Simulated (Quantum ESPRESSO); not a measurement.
MoS2, a slab with vacuum:

```
Mo S
1.0
     3.18413    0.00000    0.00000
    -1.59206    2.75753    0.00000
     0.00000    0.00000   17.33460
Mo S
1 2
Direct
  0.00000 0.00000 0.00000
  0.33333 0.66667 0.91051
  0.33333 0.66667 0.08949
```

Base run:

| Item | Value |
| --- | --- |
| Program | Quantum ESPRESSO 7.5 |
| Functional | LDA |
| Potentials or basis | GBRV 1.5 LDA |
| Cutoff | 612 eV |
| Density cutoff | 4898 eV |
| k mesh | 6 × 6 × 1 |
| Occupations | fermi-dirac, width 0.05 eV |
| Spin | no spin polarisation |

Its results: band gap on the k mesh 1.58 eV, indirect (least direct gap 1.66 eV); largest force 0.385 eV/Å; electronic dielectric tensor (diagonal) 6.28, 6.28, 1.42.

Task: The run is repeated on the same cell with these changes: k mesh from 6 × 6 × 1 to 8 × 8 × 2. What comes out?

Result: Band gap on the k mesh 1.77 eV, indirect (least direct gap 1.98 eV); largest force 0.390 eV/Å; electronic dielectric tensor (diagonal) 6.05, 6.05, 1.42.

Caveats: on a mesh that holds Γ this program's dielectric tensor can be off by some percent beyond the error of the mesh.

A k mesh can miss the band edges.
